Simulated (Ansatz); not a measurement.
Input of an Ansatz 0.2.0 run:

The input input.yaml:

```yaml
crystal:
  lattice:
    - [-3.045603, 3.045603, 1.55941]
    - [3.045603, -3.045603, 1.55941]
    - [3.045603, 3.045603, -1.55941]
  atoms:
    - { symbol: Hg, position: [0.75, 0.25, 0.5] }
    - { symbol: Te, position: [0.0, 0.0, 0.0] }
kpoints:
  mp_grid: { grid: [6, 6, 6] }
scf:
  occupations: { method: fermi_dirac, width: 0.03 }
hamiltonian:
  xc: pbesol
  pseudopotentials: { kind: all_electron, lapw: { basis_error: 0.001 } }
output:
  forces: true
  stress: true
  eigenvalues: true
```

Potentials or basis: all-electron LAPW, scalar-relativistic.

Run with:

```bash
$ ansatz run input.yaml --threads 1 --pin off --max-ram 3072MiB --backend cpu --events-out ev --progress --plain --runs-dir out
```

Predict the band gap on the k mesh.

none (metal or under the smearing width).

Predict the pressure.

-3.3 GPa.

Stress tensor (GPa, compression positive):
```
-3.32  0.00  0.00
 0.00 -3.32  0.00
 0.00  0.00 -3.17
```

Caveat: the k mesh is coarse (spacing up to 0.38 Å⁻¹), so the values aren't converged. The run has no spin-orbit coupling, so splittings on Hg, Te are missing.
